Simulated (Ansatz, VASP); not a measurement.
This is a calculation of PbSe for VASP 6.6.1.

Contents of POSCAR:

```
PbSe
1.0
    3.8585432354      0.0000000000      0.0000000000
    0.0000000000      3.8585432354      0.0000000000
    0.0000000000      0.0000000000      3.8585432354
Pb Se
1 1
Direct
    0.0000000000      0.0000000000      0.0000000000
    0.5000000000      0.5000000000      0.5000000000
```

INCAR.step1

```
SYSTEM = PbSe
  ALGO = Normal
  EDIFF = 1E-4
  ENCUT = 520
  GGA = PE
  ISMEAR = -1
  LASPH = .TRUE.
  LCHARG = .FALSE.
  LREAL = .FALSE.
  LWAVE = .TRUE.
  NBANDS = 17
  NELM = 80
  PREC = Accurate
  SIGMA = 0.05
```

The input INCAR.step2:

```
SYSTEM = PbSe
  ALGO = Normal
  EDIFF = 1E-6
  ENCUT = 520
  ISIF = 2
  ISMEAR = -1
  ISTART = 1
  LASPH = .TRUE.
  LCHARG = .FALSE.
  LMIXTAU = .TRUE.
  LREAL = .FALSE.
  LWAVE = .FALSE.
  METAGGA = R2SCAN
  NBANDS = 17
  NELM = 80
  PREC = Accurate
  SIGMA = 0.05
```

KPOINTS

```
k-points
0
G
  7 7 7
  0 0 0
```

Potentials or basis: VASP PAW PBE potentials, release 64 (Pb_d, Se).

Command:

```bash
$ cat potpaw_PBE.64/Pb_d/POTCAR potpaw_PBE.64/Se/POTCAR > POTCAR
$ cp INCAR.step1 INCAR
$ mpirun -np 1 vasp_std > vasp.out
$ cp INCAR.step2 INCAR
$ mpirun -np 1 vasp_std > vasp.out
```

Task: Set up the same calculation for Ansatz 0.2.0. Potentials there: Ansatz PAW.

Result: As run (the cutoff follows the program's own potentials):

The input input.yaml:

```yaml
crystal:
  lattice:
    - [3.8585432354, 0.0, 0.0]
    - [0.0, 3.8585432354, 0.0]
    - [0.0, 0.0, 3.8585432354]
  atoms:
    - { symbol: Pb, position: [0.0, 0.0, 0.0] }
    - { symbol: Se, position: [0.5, 0.5, 0.5] }
hamiltonian:
  xc: r2scan
  pseudopotentials: { kind: paw }
kpoints:
  mp_grid: { grid: [7, 7, 7] }
scf:
  occupations: { method: fermi_dirac, width: 0.05 }
output:
  forces: true
  stress: true
  eigenvalues: true
```

Potentials or basis: Ansatz PAW.

Command:

```bash
$ ansatz run input.yaml --threads 2 --pin off --max-ram 5632MiB --backend cpu --events-out ev --progress --plain --runs-dir out
```

Both were run:

|  | VASP | Ansatz | Ansatz less VASP |
| --- | --- | --- | --- |
| gap on the k mesh at the Fermi level (eV) | 0.18 | 0.18 | +0.002 |
| least direct gap on the mesh (eV) | 1.16 | 1.17 | +0.006 |
| pressure (GPa) | -3.3 | -3.3 | 0.00 |

The two sets of potentials don't hold the same shells in valence.

Caveats: the PAW data sets were made with another functional, which shifts forces and pressure a little (VASP); spin-orbit coupling is left out, which as a rule narrows the gap of such compounds by several tenths of an eV (VASP); an odd mesh through Γ misses points on the zone boundary, where band edges often lie (VASP); the PAW data sets come from PBE, with cores solved anew for the run's functional, which leaves a small shift of forces and pressure (Ansatz).
